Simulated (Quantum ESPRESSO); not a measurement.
The system is Zr.

```xyz
2
Lattice="3.2320 0.0000 0.0000 -1.6160 2.7990 0.0000 0.0000 0.0000 5.1470" Properties=species:S:1:pos:R:3 pbc="T T T"
Zr    1.6160    0.9330    3.8603
Zr    0.0000    1.8660    1.2868
```

```yaml
Program: Quantum ESPRESSO 7.5
Task: single point
Functional: PBEsol
Potentials_or_basis: GBRV 1.5 PBEsol
Cutoff: 612 eV
Density_cutoff: 4898 eV
k_mesh: 9 × 9 × 5
Occupations: fermi-dirac, width 0.05 eV
Spin: no spin polarisation
```

On this cell: pressure -3.3 GPa; largest force under 0.003 eV/Å; band gap on the k mesh none (metal or under the smearing width).

The same run follows on a disturbed copy (atoms moved at random, drawn with an rms of 0.05 Å):

```
CELL_PARAMETERS angstrom
3.23200 0.00000 0.00000
-1.61600 2.79899 0.00000
0.00000 0.00000 5.14700
ATOMIC_POSITIONS crystal
Zr 0.66214 0.33864 0.74918
Zr 0.34713 0.68258 0.24458
```

What does the disturbed cell give?

The energy (extrapolated to zero smearing) moves by +1.0 meV/atom; pressure -3.3 GPa; largest force 0.096 eV/Å; band gap on the k mesh none (metal or under the smearing width).

Forces in eV/Å, atoms in the order of the input:
```
Zr   0.035  0.024 -0.087
Zr  -0.035 -0.024  0.087
```

Stress tensor (GPa, compression positive):
```
-3.78 -0.27 -0.01
-0.27 -3.39  0.00
-0.01  0.00 -2.72
```
